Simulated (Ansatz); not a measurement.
**Sr across functionals**

```
CELL_PARAMETERS angstrom
-2.40221 2.40221 2.40221
2.40221 -2.40221 2.40221
2.40221 2.40221 -2.40221
ATOMIC_POSITIONS crystal
Sr 0.00000 0.00000 0.00000
```

Structure from Materials Project entry mp-95 (possibly hypothetical), not relaxed further.

One fixed cell is solved with several functionals by PAW with the default files in Ansatz 0.2.0, scalar-relativistically. A positive pressure means that the functional wants a larger cell.

The PAW files were made with PBE; their cores are remade for each functional.

Numerical set-up: a Γ-centred 10×10×10 k mesh, Fermi–Dirac smearing of 0.05 eV, cutoff 500 eV, no spin polarisation; the PAW files were made with PBE, and the program remakes their frozen cores for this functional.

Cutoffs: r²SCAN 500 eV, LDA 420 eV, PBEsol 420 eV, PBE 420 eV.

(1) One of the runs gave P (GPa) = -1.64, lowest level at Γ above −25 eV, from the valence-band top or, without a gap, the Fermi level (eV) = -18.47. Which setting was it?
A. PBEsol
B. LDA
C. PBE
D. r²SCAN

Answers

(1) B. The full set:
```tsv
setting	P (GPa)	lowest level at Γ above −25 eV, from the valence-band top or, without a gap, the Fermi level (eV)
r²SCAN	0.06	-19.24
LDA	-1.64	-18.47
PBEsol	-0.91	-18.46
PBE	-0.32	-18.51
```
